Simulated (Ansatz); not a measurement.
**Relaxing Fe**

Level of theory: DFT PBEsol, scalar-relativistic, plane waves, PAW in Ansatz 0.2.0. Cutoff 420 eV, Γ-centred k mesh, Gaussian smearing, no spin polarisation in the final step.

Fe was placed on the graphite structure type (P6_3/mmc, No. 194), at a guessed volume.

```yaml
crystal:
  lattice:
    - [2.77854, 0.00000, 0.00000]
    - [-1.38927, 2.40628, 0.00000]
    - [0.00000, 0.00000, 7.56756]
  atoms:
    - { symbol: Fe, position: [0.00000, 0.00000, 0.25000] }
    - { symbol: Fe, position: [0.00000, 0.00000, 0.75000] }
    - { symbol: Fe, position: [0.33333, 0.66667, 0.75000] }
    - { symbol: Fe, position: [0.66667, 0.33333, 0.25000] }
```

Cell and atoms relax at zero pressure; the relaxation can't lower the symmetry of the start. After a coarse first stage the cell is made exact in the group found at 0.06 Å.

Energies count from the standard state of Fe at the same level.

(1) Describe the relaxed structure.

(2) What are its volume, energy, density and gap?

Answers

(1) It keeps P6_3/mmc (No. 194), but not the shape of the type it started on. Conventional cell: a = 3.678 Å, c = 4.172 Å. Around Fe on Wyckoff site b (2 atoms of the primitive cell) lie 5 Fe at 2.09–2.12 Å; Fe on Wyckoff site d (2 atoms of the primitive cell) is coordinated by 3 Fe at 2.12 Å.

```cif
data_structure
_symmetry_space_group_name_H-M 'P6_3/mmc'
_symmetry_Int_Tables_number 194
_cell_length_a 3.6785
_cell_length_b 3.6785
_cell_length_c 4.1722
_cell_angle_alpha 90.000
_cell_angle_beta 90.000
_cell_angle_gamma 120.000
_cell_volume 48.89
loop_
_atom_site_label
_atom_site_type_symbol
_atom_site_symmetry_multiplicity
_atom_site_Wyckoff_symbol
_atom_site_fract_x
_atom_site_fract_y
_atom_site_fract_z
_atom_site_occupancy
Fe1 Fe 2 b 0.00000 0.00000 0.25000 1
Fe2 Fe 2 d 0.33333 0.66667 0.75000 1
```

(2) The volume per atom is 12.22 Å³. The density is 7.59 g/cm³, the energy over the standard structure is 1.18 eV/atom and the gap on the 15×15×12 mesh is 0 eV (a metal).

The final run used a 15×15×12 mesh on its 4-atom cell and 0.10 eV smearing. The k mesh leaves about 4 meV/atom of noise in metals. Symmetry constrained the relaxation, so the result can be a saddle point.

This form isn't the element's structure at ambient conditions.